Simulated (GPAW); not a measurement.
# Au (Fm-3m) in GPAW: notebook

The runs below take Au through single point, with PBE, LDA.

Program: GPAW 26.7.0. These are calculated values, not measurements. Logs are shortened: lines on timing, memory, paths and dates and some standing lists are left out, and cuts for length are marked. The log counts tension as positive stress, the text compression.

**1. The structure**

The structure is cubic, space group Fm-3m (No. 225). Conventional cell: a = 4.070 Å, b = 4.070 Å, c = 4.070 Å, α = 90.00°, β = 90.00°, γ = 90.00°. Around Au (site symmetry m-3m) lie 12 Au at 2.88 Å.

**2. Single point, PBE**

run.py reads:

```python
from ase.dft.bandgap import bandgap
from ase.io import write
from ase.spacegroup import crystal
from ase.units import GPa
from gpaw import GPAW, PW

# Au 4a
atoms = crystal(['Au'],
                basis=[[0.0, 0.0, 0.0]],
                spacegroup=225, setting=1,  # Fm-3m
                cellpar=[4.07, 4.07, 4.07, 90.0, 90.0, 90.0],
                primitive_cell=True)

calc = GPAW(mode=PW(250),
            xc='PBE',
            kpts={'size': (11, 11, 11), 'gamma': True},
            occupations={'name': 'fermi-dirac', 'width': 0.05},
            nbands=14,
            convergence={'density': 1e-05, 'energy': 1e-05},
            maxiter=60,
            txt='gpaw.txt')
atoms.calc = calc
energy = atoms.get_potential_energy()
forces = atoms.get_forces()
stress = atoms.get_stress()
calc.write('gs.gpw')
write('result.traj', atoms)
print(f'Energy: {energy:.6f} eV')
print('Forces (eV/A):')
print(forces.round(4))
print('Stress (GPa):', (stress / GPa).round(3))
print('Fermi level:', round(calc.get_fermi_level(), 4), 'eV')
print(f'Gap: {bandgap(calc)[0]:.4f} eV, direct: {bandgap(calc, direct=True)[0]:.4f} eV')
```

Potentials or basis: GPAW PAW data sets (gpaw-data 1.2.1), pw.

Command:

```bash
> OMP_NUM_THREADS=1 python run.py
```

gpaw.txt:

```text
__  _  _
 | _ |_)|_||  |
 |__||  | ||/\| - 26.7.0

Input parameters:
  mode=PW(ecut=250.0),
  convergence={'density': 1e-05, 'energy': 1e-05},
  kpts=MonkhorstPack(size=(11, 11, 11), gamma=True),
  maxiter=60,
  nbands=14,
  occupations=Occupations(name='fermi-dirac', width=0.05),
  xc=XC(name='PBE')

Diagonalizing LCAO Hamiltonian
Converting LCAO to pw mode

       Au

Atoms  # Å, Bohr magnetons
|   | symbol |        x |        y |        z |    initial magnetic moments |
|---|--------|----------|----------|----------|-----------------------------|
| 0 |     Au | 0.000000 | 0.000000 | 0.000000 | ( 0.0000,  0.0000,  0.0000) |

Unit cell  # Å
| periodic |        x |        y |        z |  lengths |    angles |
|----------|----------|----------|----------|----------|-----------|
|      yes | 0.000000 | 2.035000 | 2.035000 | 2.877925 | 60.000000 |
|      yes | 2.035000 | 0.000000 | 2.035000 | 2.877925 | 60.000000 |
|      yes | 2.035000 | 2.035000 | 0.000000 | 2.877925 | 60.000000 |

Number of symmetries: 48
Symmetry operations  # r_c * U_cc + t_c -> r_c
|    | kind |            matrix            |
|----|------|------------------------------|
|  0 |  σ   |  1, 0, 0,  1, 0,-1,  1,-1, 0 |
|  1 |  C2  |  1, 0, 0,  1,-1, 0,  1, 0,-1 |
|  2 |  E   |  1, 0, 0,  0, 1, 0,  0, 0, 1 |
|  3 |  σ   |  1, 0, 0,  0, 0, 1,  0, 1, 0 |
|  4 |  C4  |  1, 0,-1,  1, 0, 0,  1,-1, 0 |
|  5 |  S6  |  1, 0,-1,  1,-1, 0,  1, 0, 0 |
|  6 |  σ   |  1, 0,-1,  0, 1,-1,  0, 0,-1 |
|  7 |  C3  |  1, 0,-1,  0, 0,-1,  0, 1,-1 |
|  8 |  S6  |  1,-1, 0,  1, 0, 0,  1, 0,-1 |
|  9 |  C4  |  1,-1, 0,  1, 0,-1,  1, 0, 0 |
| 10 |  C3  |  1,-1, 0,  0,-1, 1,  0,-1, 0 |
| 11 |  σ   |  1,-1, 0,  0,-1, 0,  0,-1, 1 |
| 12 |  σ   |  0, 1, 0,  1, 0, 0,  0, 0, 1 |
| 13 |  C4  |  0, 1, 0,  0, 1,-1, -1, 1, 0 |
| 14 |  C3  |  0, 1, 0,  0, 0, 1,  1, 0, 0 |
| 15 |  S6  |  0, 1, 0, -1, 1, 0,  0, 1,-1 |
| 16 |  C2  |  0, 1,-1,  1, 0,-1,  0, 0,-1 |
| 17 |  σ   |  0, 1,-1,  0, 1, 0, -1, 1, 0 |
| 18 |  S4  |  0, 1,-1,  0, 0,-1,  1, 0,-1 |
| 19 |  C4  |  0, 1,-1, -1, 1, 0,  0, 1, 0 |
| 20 |  C3  |  0, 0, 1,  1, 0, 0,  0, 1, 0 |
| 21 |  σ   |  0, 0, 1,  0, 1, 0,  1, 0, 0 |
| 22 |  S6  |  0, 0, 1,  0,-1, 1, -1, 0, 1 |
| 23 |  C4  |  0, 0, 1, -1, 0, 1,  0,-1, 1 |
| 24 |  S4  |  0, 0,-1,  1, 0,-1,  0, 1,-1 |
| 25 |  C3  |  0, 0,-1,  0, 1,-1,  1, 0,-1 |
| 26 |  C2  |  0, 0,-1,  0,-1, 0, -1, 0, 0 |
| 27 |  S6  |  0, 0,-1, -1, 0, 0,  0,-1, 0 |
| 28 |  S4  |  0,-1, 1,  1,-1, 0,  0,-1, 0 |
| 29 |  C4  |  0,-1, 1,  0, 0, 1, -1, 0, 1 |
| 30 |  C2  |  0,-1, 1,  0,-1, 0,  1,-1, 0 |
| 31 |  σ   |  0,-1, 1, -1, 0, 1,  0, 0, 1 |
| 32 |  C3  |  0,-1, 0,  1,-1, 0,  0,-1, 1 |
| 33 |  S6  |  0,-1, 0,  0, 0,-1, -1, 0, 0 |
| 34 |  S4  |  0,-1, 0,  0,-1, 1,  1,-1, 0 |
| 35 |  C2  |  0,-1, 0, -1, 0, 0,  0, 0,-1 |
| 36 |  C2  | -1, 1, 0,  0, 1, 0,  0, 1,-1 |
| 37 |  S6  | -1, 1, 0,  0, 1,-1,  0, 1, 0 |
| 38 |  S4  | -1, 1, 0, -1, 0, 1, -1, 0, 0 |
| 39 |  C3  | -1, 1, 0, -1, 0, 0, -1, 0, 1 |
| 40 |  S6  | -1, 0, 1,  0, 0, 1,  0,-1, 1 |
| 41 |  C2  | -1, 0, 1,  0,-1, 1,  0, 0, 1 |
| 42 |  C3  | -1, 0, 1, -1, 1, 0, -1, 0, 0 |
| 43 |  S4  | -1, 0, 1, -1, 0, 0, -1, 1, 0 |
| 44 |  C2  | -1, 0, 0,  0, 0,-1,  0,-1, 0 |
| 45 |  i   | -1, 0, 0,  0,-1, 0,  0, 0,-1 |
| 46 |  σ   | -1, 0, 0, -1, 1, 0, -1, 0, 1 |
| 47 |  C2  | -1, 0, 0, -1, 0, 1, -1, 1, 0 |

BZ-sampling:
  Number of BZ points: 1331
  Number of IBZ points: 56

  Monkhorst-Pack size: [11, 11, 11]
  Monkhorst-Pack shift: [0, 0, 0]

K-points  # in reciprocal-cell coordinates
|     |                                coordinates |     weight |
|-----|--------------------------------------------|------------|
|   0 | (  0.00000000,   0.00000000,   0.00000000) | 0.00075131 |
|   1 | (  0.09090909,   0.09090909,   0.00000000) | 0.00450789 |
|   2 | (  0.09090909,   0.09090909,   0.09090909) | 0.00601052 |
|   3 | (  0.18181818,   0.09090909,   0.09090909) | 0.00901578 |
|   4 | (  0.18181818,   0.18181818,   0.00000000) | 0.00450789 |
|   5 | (  0.18181818,   0.18181818,   0.09090909) | 0.01803156 |
|   6 | (  0.18181818,   0.18181818,   0.18181818) | 0.00601052 |
|   7 | (  0.27272727,   0.18181818,   0.09090909) | 0.01803156 |
|   8 | (  0.27272727,   0.18181818,   0.18181818) | 0.01803156 |
|   9 | (  0.27272727,   0.27272727,   0.00000000) | 0.00450789 |
| ... |                                            |            |
|  55 | (  0.45454545,   0.45454545,   0.45454545) | 0.00601052 |

Plane wave coefficients: 169
Cutoff: 250.0 eV

Spin-components: 1 (collinear spins)
Bands:           14
Projectors:      6
Spin-degeneracy: 2
Datatype:        complex128

Parallelization:
  kpt:    1
  domain: 1
  band:   1

Density:
  Valence electrons: 11.0
  Components: 1
  Grid points: [12 12 12]
  Charge: 0.0  # |e|

Potential:
  Grid points: [12 12 12]

species:
  Au:
    name:    Gold
    Z:       79.0
    valence: 11
    core:    68
    charge:  0.0  # [|e|]
    compensation charges:
      type: gauss
      rc: 0.42  # [Å]
      lmax: 2
    cutoffs:
      filter: 2.33  # [Å]
      core: 2.81  # [Å]
    projectors
    | kind |    occ | energy [eV] | rcut [Å] |
    |------|--------|-------------|----------|
    |   6s |  1.000 |      -5.728 |    1.323 |
    |   6p |  0.000 |      -0.775 |    1.323 |
    |   5d | 10.000 |      -6.891 |    1.323 |
    |    s |        |      21.484 |    1.323 |
    |    p |        |      26.436 |    1.323 |
    |    d |        |      20.321 |    1.323 |

    Using partial waves for Au as LCAO basis

Reference energy: -516598.271109  # eV

eigensolver:
  PPCG
  Converge bands: occupied
  niter=2

density mixing:
  MSR1-Mixer
  Pratt-step length: 0.05
  Maximum mixing coefficient: 0.75
  Old densities: 10
  SVD Regularization: 0.005
  Good broyden scale: 1.0
  Trust region scale: 1.0
  Backstep threshold: 4.0
  History deletion threshold: 6.0
  Fourier metric: weight=20.0, sigma=0.015

occupation numbers:
  Fermi-Dirac:
    width: 0.0500  # eV

poisson solver:
  ecut: 2000.0  # eV

xc functional:
  name: PBE with 2 nearest neighbor stencil

convergence criteria:
- Maximum integral of absolute [dens]ity change: 1e-05 electrons / valence electron
- Maximum [total energy] change in last 3 cyles: 1e-05 eV / valence electron
- Maximum integral of absolute [eigenst]ate change: 4e-08 eV^2 / valence electron
maximum number of iterations: 60

SCF iterations
|iter     | |      energy | eigst |  dens |
|---------|-|-------------|-------|-------|
|iter:   1| |   -3.158770 | -0.53 |       |
|iter:   2| |   -3.101686 | -2.99 | -1.08 |
|iter:   3| |   -2.884629 | -2.66 | -1.12 |
|iter:   4| |   -2.882365 | -4.74 | -1.99 |
|iter:   5| |   -2.881709 | -4.61 | -2.31 |
|iter:   6| |   -2.881708 | -6.68 | -3.90 |
|iter:   7| |   -2.881707c| -8.33c| -4.23 |
|iter:   8| |   -2.881707c| -9.27c| -5.61c|

Converged in 8 steps
Energy contributions relative to reference atoms: (reference = -516598.271109)

Energy contributions:
  Kinetic:          -3.801846
  Coulomb:           2.514390
  Zero:              0.563519
  External:          0.000000
  Xc:               -2.157013
  Entropy:          -0.001514
  Spinorbit:         0.000000
  ----------------------------
  Free energy:      -2.882464
  Extrapolated:     -2.881707

dipole moment: (-13.917238, -13.917238, -13.917238)  # |e|*Ang

Fermi level: 10.197
Eigenvalues  # (at kpt = [0.000, 0.000, 0.000])
| band index |      eig [eV] | occ [0-2] |
|------------|---------------|-----------|
|          0 |         0.186 |     2.000 |
|          1 |         5.414 |     2.000 |
|          2 |         5.414 |     2.000 |
|          3 |         5.414 |     2.000 |
|          4 |         6.953 |     2.000 |
|          5 |         6.953 |     2.000 |
|          6 |        25.930 |     0.000 |
|          7 |        29.779 |     0.000 |
|          8 |        29.779 |     0.000 |
|          9 |        29.779 |     0.000 |
|         10 |        33.828 |     0.000 |
|         11 |        38.255 |     0.000 |
|         12 |        38.255 |     0.000 |
|         13 |        38.255 |     0.000 |

No gap
No difference between direct/indirect transitions

Forces  # eV/Ang
|       x |        y |        z |
|---------|----------|----------|
| 0.00000 | -0.00000 | -0.00000 |  # Au   0

Stress tensor  # eV/Ang^3
|         x |         y |         z |
|-----------|-----------|-----------|
| -0.039131 | -0.000000 | -0.000000 |
| -0.000000 | -0.039131 |  0.000000 |
| -0.000000 |  0.000000 | -0.039131 |

# Writing to gs.gpw (mode='')
```

Run time: 5.3 s. Hardware: 1 thread of Arm Neoverse V1, shared host; peak memory 0.12 GiB.

These settings aren't checked as converged: the numbers below hold their error.

What came out:

```
Free energy            : -2.8825 eV
Pressure               : 6.3 GPa
Band gap on the k mesh : none (metal or under the smearing width)
```

Caveat: with this Au data set, volumes or pressures lay over 1.5 % or 2 GPa off other programs in two to four cells of ten; the cutoff is short for stress and forces, so pressures can be off by a GPa or more.

**3. Single point, LDA**

Edit run.py of step 2 so:

```diff
@@ -13,5 +13,5 @@
 
-calc = GPAW(mode=PW(250),
-            xc='PBE',
-            kpts={'size': (11, 11, 11), 'gamma': True},
+calc = GPAW(mode=PW(450),
+            xc='LDA',
+            kpts={'size': (9, 9, 9), 'gamma': True},
             occupations={'name': 'fermi-dirac', 'width': 0.05},
@@ -19,3 +19,3 @@
             convergence={'density': 1e-05, 'energy': 1e-05},
-            maxiter=60,
+            maxiter=80,
             txt='gpaw.txt')
```

Potentials or basis: the program's PAW data sets (release 1.2.1) made for this functional, pw.

Command:

```bash
> OMP_NUM_THREADS=1 python run.py
```

Wall time 3.7 s (1 thread of Arm Neoverse V2, shared host); peak memory 0.12 GiB.

The run converged. Its results:

```
Free energy            : -4.3744 eV
Pressure               : -0.6 GPa
Band gap on the k mesh : none (metal or under the smearing width)
```

Levels at points of the mesh, in eV from the Fermi level:
| k point | band 4 | band 5 | band 6 | band 7 | band 8 | band 9 |
| --- | --- | --- | --- | --- | --- | --- |
| (0.00, 0.00, 0.00) | -4.70 | -3.13 | -3.13 | 16.15 | 19.84 | 19.84 |

Caveat: with this Au data set, volumes or pressures lay over 1.5 % or 2 GPa off other programs in two to four cells of ten; the cutoff is short for stress and forces, so pressures can be off by a GPa or more. Spin-orbit coupling is left out, which matters for the levels of Au.
